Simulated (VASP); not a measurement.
Here is a VASP 6.6.1 calculation.

Contents of INCAR:

```
PREC = Accurate ; ENCUT = 520
EDIFF = 1E-6 ; ISMEAR = -1
SIGMA = 0.02 ; LREAL = False
LASPH = True ; NELM = 100
ALGO = Normal ; ISIF = 2
LWAVE = False ; LCHARG = False
GGA = PE ; NBANDS = 20
```

Contents of KPOINTS:

```
regular mesh
0
Gamma
  6 6 6
```

File POSCAR:

```
WS2
1.0
    0.0000000000      2.9311595479      2.9311595479
    2.9311595479      0.0000000000      2.9311595479
    2.9311595479      2.9311595479      0.0000000000
W S
1 2
Direct
    0.0000000000      0.0000000000      0.0000000000
    0.2500000000      0.2500000000      0.2500000000
    0.7500000000      0.7500000000      0.7500000000
```

Potentials or basis: VASP PAW PBE potentials, release 64 (W_sv, S).

Run with:

```bash
$ cat potpaw_PBE.64/W_sv/POTCAR potpaw_PBE.64/S/POTCAR > POTCAR
$ mpirun -np 1 vasp_std > vasp.out
```

Estimate the pressure.

0.8 GPa.

Estimate the band gap on the k mesh.

none (metal or under the smearing width).

The run has no spin-orbit coupling, so splittings on W are missing.
